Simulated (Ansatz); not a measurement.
Working through a charge-density difference against the sublattices of KI, space group Cmcm

Computed with Ansatz's Python interface.

Notebook, run cell by cell (the value of a cell's last expression is shown):

```python
import ansatz as az
import numpy as np
```

```python
VECTORS = np.array([
    [2.51266, -4.255227, 0.0],
    [2.51266, 4.255227, 0.0],
    [0.0, 0.0, 8.676589],
])
SITES = [
    ("K", [0.5, 0.5, 0.5]),
    ("K", [0.5, 0.5, 0.0]),
    ("I", [0.84023, 0.15977, 0.25]),
    ("I", [0.15977, 0.84023, 0.75]),
]
```

```python
def crystal_on(cell):
    crystal = az.Crystal(lattice=az.Lattice.of(cell))
    for symbol, position in SITES:
        crystal = crystal.atom(symbol, position)
    return crystal
```

```python
# one cutoff and one grid for all runs, so that the fields can be subtracted
def solve(crystal):
    return (
        crystal.calculation()
        .functional("lda")
        .occupations("fermi_dirac", width=0.15)
        .scf(tolerance=1e-07, max_iterations=80, extra_bands=6, lower_state_search="off")
        .basis(460, grid_basis="typed")
        .kpoints(5, 5, 3)
        .density()
        .run(threads=1)
    )
```

```python
whole = solve(crystal_on(VECTORS))
difference = whole.density().channels[0].density_e_per_ang3.copy()
binding = whole.report["free_energy_ev"]
for element in ["K", "I"]:
    part = az.Crystal(lattice=az.Lattice.of(VECTORS))
    for symbol, position in SITES:
        if symbol == element:
            part = part.atom(symbol, position)
    alone = solve(part)
    difference -= alone.density().channels[0].density_e_per_ang3
    binding -= alone.report["free_energy_ev"]
    print(f"{element} sublattice: {alone.report['n_electrons']:g} electrons, {alone.report['n_iterations']} iterations")
```

    K sublattice: 18 electrons, 6 iterations
    I sublattice: 34 electrons, 7 iterations

```python
voxel = abs(np.linalg.det(VECTORS)) / difference.size
print(f"energy of the crystal less its unpolarised sublattices: {binding / len(SITES):.4f} eV/atom")
print(f"net charge of the difference {difference.sum() * voxel:.5f} e, charge rearranged {0.5 * np.abs(difference).sum() * voxel:.3f} e")
print(f"extremes {difference.min():.4f} and {difference.max():.4f} e/A^3")
for (symbol, position) in SITES:
    index = tuple(int(round(p * n)) % n for p, n in zip(position, difference.shape))
    print(f"  change of the pseudo-density at the grid point nearest {symbol}: {difference[index]:+.4f} e/A^3")
profile = difference.mean(axis=(0, 1))
print("planar mean along the third vector:", np.round(profile[:: max(len(profile) // 12, 1)], 4))
```

    energy of the crystal less its unpolarised sublattices: -2.1858 eV/atom
    net charge of the difference -0.00000 e, charge rearranged 0.621 e
    extremes -0.0180 and 0.0466 e/A^3
      change of the pseudo-density at the grid point nearest K: -0.0117 e/A^3
      change of the pseudo-density at the grid point nearest K: -0.0117 e/A^3
      change of the pseudo-density at the grid point nearest I: +0.0466 e/A^3
      change of the pseudo-density at the grid point nearest I: +0.0466 e/A^3
    planar mean along the third vector: [-0.0052 -0.0015  0.0027  0.0023  0.0021  0.0008 -0.0044 -0.0035  0.0017
      0.002   0.0021  0.0024 -0.0026]

The settings weren't tested for convergence. Grid values close to the nuclei reflect the PAW or pseudopotential construction, not the all-electron fields. This cell is a computed structure, which may not be the phase found in nature. Charge moved counts every rearrangement, bonding and polarisation too, and is no transfer between atoms; the bare sublattices are artificial references. Values near the nuclei depend on the potentials. Wall time of the script: 12 s on 1 thread of Intel(R) Xeon(R) Platinum 8259CL CPU @ 2.50GHz (Skylake/Cascade Lake), on a shared host, peak memory 0.51 GiB.
